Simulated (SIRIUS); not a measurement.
**Ta: single point with PW91**

Crystal: Ta.

```
Ta
1.0
    -1.65128    1.65128    1.65128
     1.65128   -1.65128    1.65128
     1.65128    1.65128   -1.65128
Ta
1
Direct
  0.00000 0.00000 0.00000
```

```json
{"Program": "SIRIUS 7.10.0", "Task": "single point", "Functional": "PW91", "Potentials or basis": "PseudoDojo 0.4.1 PBE standard (scalar relativistic)", "Cutoff": "807 eV", "Density cutoff": "3227 eV", "k mesh": "11 × 11 × 11", "Occupations": "fermi-dirac, width 0.05 eV", "Spin": "no spin polarisation"}
```

```yaml
Pressure: 2.2 GPa
Band_gap_on_the_k_mesh: none (metal or under the smearing width)
```

Run time: 11 s on 1 thread of Arm Neoverse V2, on a shared host, peak memory 0.25 GiB.

Caveat: the potentials were made for another functional, which shifts forces and pressure. Spin-orbit coupling is left out, which matters for the levels of Ta.
